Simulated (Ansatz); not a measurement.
The system is Ag.

```
Ag
1.0
    -1.65565    1.65565    1.65565
     1.65565   -1.65565    1.65565
     1.65565    1.65565   -1.65565
Ag
1
Direct
  0.00000 0.00000 0.00000
```

This isn't the form of Ag at room conditions, which is fcc.

```yaml
Program: Ansatz 0.2.0
Task: single point
Functional: PBE
Potentials_or_basis: Ansatz PAW
Cutoff: "420 eV (not typed: the program's choice for these potentials)"
k_mesh: 11 × 11 × 11
Occupations: fermi-dirac, width 0.05 eV
Spin: no spin polarisation
```

On this cell: pressure -0.8 GPa; band gap on the k mesh none (metal or under the smearing width).

The same run follows on a disturbed copy (cell strained at random at fixed volume):

```
CELL_PARAMETERS angstrom
-1.66744 1.70967 1.67800
1.64484 -1.66248 1.60821
1.64974 1.64478 -1.63081
ATOMIC_POSITIONS crystal
Ag 0.00036 0.98336 0.99733
```

What does the disturbed cell give?

The energy (extrapolated to zero smearing) moves by +2.6 meV/atom; pressure -0.8 GPa; band gap on the k mesh none (metal or under the smearing width).

Stress tensor (GPa, compression positive):
```
-0.80  0.52  0.64
 0.52 -0.53 -1.55
 0.64 -1.55 -0.94
```
